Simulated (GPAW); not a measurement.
# CuO (P4/nmm) in GPAW: single point with PBE+U

Aim: the single point of CuO with PBE+U.

All numbers are computed with GPAW 26.7.0; they aren't measurements. Logs are shortened: lines on timing, memory, paths and dates and some standing lists are left out, and cuts for length are marked. The log counts tension as positive stress, the text compression.

### 1 Starting point

The structure is tetragonal, space group P4/nmm (No. 129). The conventional cell has a = 3.175 Å, b = 3.175 Å, c = 4.650 Å, α = 90.00°, β = 90.00°, γ = 90.00°. Cu (site symmetry -4m2) has 4 O at 2.02 Å and 4 Cu at 2.25 Å as nearest neighbours. O (site symmetry 4mm) is surrounded by 4 Cu at 2.02 Å.

The cell was built by a generator and needn't be a form met in nature.

### 2 Single point, PBE+U

Contents of run.py:

```python
from ase.dft.bandgap import bandgap
from ase.io import read, write
from ase.units import GPa
from gpaw import GPAW, PW

atoms = read('CuO.cif')

calc = GPAW(mode=PW(550),
            xc='PBE',
            kpts={'size': (7, 7, 5), 'gamma': True},
            occupations={'name': 'fermi-dirac', 'width': 0.05},
            setups={'Cu': ':d,5.3'},
            nbands=33,
            maxiter=120,
            txt='gpaw.txt')
atoms.calc = calc
energy = atoms.get_potential_energy()
forces = atoms.get_forces()
stress = atoms.get_stress()
calc.write('gs.gpw')
write('result.traj', atoms)
print(f'Energy: {energy:.6f} eV')
print('Forces (eV/A):')
print(forces.round(4))
print('Stress (GPa):', (stress / GPa).round(3))
print('Fermi level:', round(calc.get_fermi_level(), 4), 'eV')
print(f'Gap: {bandgap(calc)[0]:.4f} eV, direct: {bandgap(calc, direct=True)[0]:.4f} eV')
```

Contents of CuO.cif:

```cif
data_CuO
_cell_length_a 3.17549550
_cell_length_b 3.17549550
_cell_length_c 4.64953187
_cell_angle_alpha 90.00000000
_cell_angle_beta 90.00000000
_cell_angle_gamma 90.00000000
_space_group_name_H-M_alt 'P1'
_space_group_name_Hall 'P 1'
_space_group_IT_number 1
loop_
_space_group_symop_operation_xyz
'x,y,z'
loop_
_atom_site_label
_atom_site_type_symbol
_atom_site_symmetry_multiplicity
_atom_site_Wyckoff_symbol
_atom_site_fract_x
_atom_site_fract_y
_atom_site_fract_z
_atom_site_occupancy
Cu1 Cu 1 a 0.0000000000 0.0000000000 0.0000000000 1
Cu2 Cu 1 a 0.5000000000 0.5000000000 0.0000000000 1
O1 O 1 a 0.5000000000 0.0000000000 0.2670000000 1
O2 O 1 a 0.0000000000 0.5000000000 0.7330000000 1
```

Potentials or basis: GPAW PAW data sets (gpaw-data 1.2.1), pw.

Command:

```bash
OMP_NUM_THREADS=1 python run.py
```

gpaw.txt:

```text
__  _  _
 | _ |_)|_||  |
 |__||  | ||/\| - 26.7.0

Input parameters:
  mode=PW(ecut=550.0),
  kpts=MonkhorstPack(size=(7, 7, 5), gamma=True),
  maxiter=120,
  nbands=33,
  occupations=Occupations(name='fermi-dirac', width=0.05),
  setups={'Cu': ':d,5.3'},
  xc=XC(name='PBE')

Diagonalizing LCAO Hamiltonian
Converting LCAO to pw mode
   .-------.
  /|       |
 * |       |
 |O|       |
 | |       |
 | |       |
 | .-O-----.
 |/   Cu  /
 Cu------*

Atoms  # Å, Bohr magnetons
|   | symbol |        x |        y |        z |    initial magnetic moments |
|---|--------|----------|----------|----------|-----------------------------|
| 0 |     Cu | 0.000000 | 0.000000 | 0.000000 | ( 0.0000,  0.0000,  0.0000) |
| 1 |     Cu | 1.587748 | 1.587748 | 0.000000 | ( 0.0000,  0.0000,  0.0000) |
| 2 |      O | 1.587748 | 0.000000 | 1.241425 | ( 0.0000,  0.0000,  0.0000) |
| 3 |      O | 0.000000 | 1.587748 | 3.408107 | ( 0.0000,  0.0000,  0.0000) |

Unit cell  # Å
| periodic |        x |        y |        z |  lengths |    angles |
|----------|----------|----------|----------|----------|-----------|
|      yes | 3.175495 | 0.000000 | 0.000000 | 3.175495 | 90.000000 |
|      yes | 0.000000 | 3.175495 | 0.000000 | 3.175495 | 90.000000 |
|      yes | 0.000000 | 0.000000 | 4.649532 | 4.649532 | 90.000000 |

Number of symmetries: 8
Symmetry operations  # r_c * U_cc + t_c -> r_c
|   | kind |            matrix            |
|---|------|------------------------------|
| 0 |  E   |  1, 0, 0,  0, 1, 0,  0, 0, 1 |
| 1 |  σ   |  1, 0, 0,  0,-1, 0,  0, 0, 1 |
| 2 |  C2  |  0, 1, 0,  1, 0, 0,  0, 0,-1 |
| 3 |  S4  |  0, 1, 0, -1, 0, 0,  0, 0,-1 |
| 4 |  S4  |  0,-1, 0,  1, 0, 0,  0, 0,-1 |
| 5 |  C2  |  0,-1, 0, -1, 0, 0,  0, 0,-1 |
| 6 |  σ   | -1, 0, 0,  0, 1, 0,  0, 0, 1 |
| 7 |  C2  | -1, 0, 0,  0,-1, 0,  0, 0, 1 |

BZ-sampling:
  Number of BZ points: 245
  Number of IBZ points: 30

  Monkhorst-Pack size: [7, 7, 5]
  Monkhorst-Pack shift: [0, 0, 0]

K-points  # in reciprocal-cell coordinates
|     |                                coordinates |     weight |
|-----|--------------------------------------------|------------|
|   0 | (  0.00000000,   0.00000000,   0.00000000) | 0.00408163 |
|   1 | (  0.00000000,   0.00000000,   0.20000000) | 0.00816327 |
|   2 | (  0.00000000,   0.00000000,   0.40000000) | 0.00816327 |
|   3 | (  0.14285714,   0.00000000,   0.00000000) | 0.01632653 |
|   4 | (  0.14285714,   0.00000000,   0.20000000) | 0.03265306 |
|   5 | (  0.14285714,   0.00000000,   0.40000000) | 0.03265306 |
|   6 | (  0.14285714,   0.14285714,   0.00000000) | 0.01632653 |
|   7 | (  0.14285714,   0.14285714,   0.20000000) | 0.03265306 |
|   8 | (  0.14285714,   0.14285714,   0.40000000) | 0.03265306 |
|   9 | (  0.28571429,   0.00000000,   0.00000000) | 0.01632653 |
| ... |                                            |            |
|  29 | (  0.42857143,   0.42857143,   0.40000000) | 0.03265306 |

Plane wave coefficients: 1386
Cutoff: 550.0 eV

Spin-components: 1 (collinear spins)
Bands:           33
Projectors:      22
Spin-degeneracy: 2
Datatype:        complex128

Parallelization:
  kpt:    1
  domain: 1
  band:   1

Density:
  Valence electrons: 34.0
  Components: 1
  Grid points: [18 18 27]
  Charge: 0.0  # |e|

Potential:
  Grid points: [18 18 27]

species:
  Cu:
    name:    Copper
    Z:       29.0
    valence: 11
    core:    18
    charge:  0.0  # [|e|]
    Hubbard: {U: 5.3,  # eV
              l: 2,
              scale: True}
    compensation charges:
      type: gauss
      rc: 0.33  # [Å]
      lmax: 2
    cutoffs:
      filter: 2.06  # [Å]
      core: 2.43  # [Å]
    projectors
    | kind |    occ | energy [eV] | rcut [Å] |
    |------|--------|-------------|----------|
    |   4s |  1.000 |      -4.609 |    1.164 |
    |   4p |  0.000 |      -0.698 |    1.164 |
    |   3d | 10.000 |      -5.039 |    1.058 |
    |    s |        |      22.603 |    1.164 |
    |    p |        |      26.513 |    1.164 |
    |    d |        |      22.172 |    1.058 |

    Using partial waves for Cu as LCAO basis

  O:
    name:    Oxygen
    Z:       8.0
    valence: 6
    core:    2
    charge:  0.0  # [|e|]
    compensation charges:
      type: gauss
      rc: 0.21  # [Å]
      lmax: 2
    cutoffs:
      filter: 1.17  # [Å]
      core: 0.83  # [Å]
    projectors
    | kind |    occ | energy [eV] | rcut [Å] |
    |------|--------|-------------|----------|
    |   2s |  2.000 |     -23.961 |    0.688 |
    |   2p |  4.000 |      -9.029 |    0.598 |
    |    s |        |       3.251 |    0.688 |
    |    p |        |      18.182 |    0.598 |
    |    d |        |       0.000 |    0.619 |

    Using partial waves for O as LCAO basis

Reference energy: -94124.608285  # eV

eigensolver:
  PPCG
  Converge bands: occupied
  niter=2

density mixing:
  MSR1-Mixer
  Pratt-step length: 0.05
  Maximum mixing coefficient: 0.75
  Old densities: 10
  SVD Regularization: 0.005
  Good broyden scale: 1.0
  Trust region scale: 1.0
  Backstep threshold: 4.0
  History deletion threshold: 6.0
  Fourier metric: weight=20.0, sigma=0.015

occupation numbers:
  Fermi-Dirac:
    width: 0.0500  # eV

poisson solver:
  ecut: 4400.0  # eV

xc functional:
  name: PBE with 2 nearest neighbor stencil

convergence criteria:
- Maximum [total energy] change in last 3 cyles: 0.0005 eV / valence electron
- Maximum integral of absolute [dens]ity change: 0.0001 electrons / valence electron
- Maximum integral of absolute [eigenst]ate change: 4e-08 eV^2 / valence electron
maximum number of iterations: 120

SCF iterations
|iter     | |      energy | eigst |  dens |
|---------|-|-------------|-------|-------|
|iter:   1| |  -17.878785 | -0.11 |       |
|iter:   2| |  -16.188145 | -2.08 | -0.94 |
|iter:   3| |  -15.091334 | -2.22 | -1.11 |
|iter:   4| |  -15.003254 | -3.30 | -1.54 |
|iter:   5| |  -14.969891 | -3.15 | -1.74 |
|iter:   6| |  -14.966927 | -3.63 | -2.20 |
|iter:   7| |  -14.967135c| -5.37 | -2.97 |
|iter:   8| |  -14.967017c| -5.92 | -3.03 |
|iter:   9| |  -14.967186c| -5.76 | -3.27 |
|iter:  10| |  -14.967182c| -7.02 | -3.80 |
|iter:  11| |  -14.967181c| -7.71c| -4.25c|

Converged in 11 steps
Energy contributions relative to reference atoms: (reference = -94124.608285)

Energy contributions:
  Kinetic:          55.024153
  Coulomb:         -50.824785
  Zero:              0.119482
  External:          0.000000
  Xc:              -19.264156
  Entropy:          -0.043750
  Spinorbit:         0.000000
  ----------------------------
  Free energy:     -14.989056
  Extrapolated:    -14.967181

dipole moment: (-15.707552, -15.707552, -19.735794)  # |e|*Ang

Fermi level: 3.173
Eigenvalues  # (at kpt = [0.000, 0.000, 0.000])
| band index |      eig [eV] | occ [0-2] |
|------------|---------------|-----------|
|          0 |       -14.870 |     2.000 |
|        ... |               |           |
|          8 |        -0.302 |     2.000 |
|          9 |         0.649 |     2.000 |
|         10 |         1.058 |     2.000 |
|         11 |         1.166 |     2.000 |
|         12 |         2.024 |     2.000 |
|         13 |         2.024 |     2.000 |
[... 8 lines left out ...]
|         22 |        15.874 |     0.000 |
|         23 |        16.033 |     0.000 |
|        ... |               |           |
|         32 |        27.136 |     0.000 |

No gap
No difference between direct/indirect transitions

Forces  # eV/Ang
|       x |       y |        z |
|---------|---------|----------|
| 0.00000 | 0.00000 |  0.00000 |  # Cu   0
| 0.00000 | 0.00000 |  0.00000 |  # Cu   1
| 0.00000 | 0.00000 | -0.72829 |  # O    2
| 0.00000 | 0.00000 |  0.72829 |  # O    3

Stress tensor  # eV/Ang^3
|         x |         y |        z |
|-----------|-----------|----------|
| -0.130789 |  0.000000 | 0.000000 |
|  0.000000 | -0.130789 | 0.000000 |
|  0.000000 |  0.000000 | 0.092625 |

# Writing to gs.gpw (mode='')
```

It took 52 s on 1 thread of Intel Xeon Platinum 8259CL at 2.50GHz (Skylake/Cascade Lake), shared host; peak memory 0.17 GiB.

These settings aren't checked as converged: the numbers below hold their error.

What came out:

| Property | Result |
| --- | --- |
| Free energy | -14.9891 eV |
| Pressure | 9.0 GPa |
| Largest force | 0.728 eV/Å |
| Band gap on the k mesh | none (metal or under the smearing width) |

Caveat: with this Cu data set, volumes or pressures lay over 1.5 % or 2 GPa off other programs in two to four cells of ten; the cutoff is short for stress and forces, so pressures can be off by a GPa or more; the run has no spin polarisation, though such a crystal can be magnetic; U without spin polarisation on a metal has little footing.
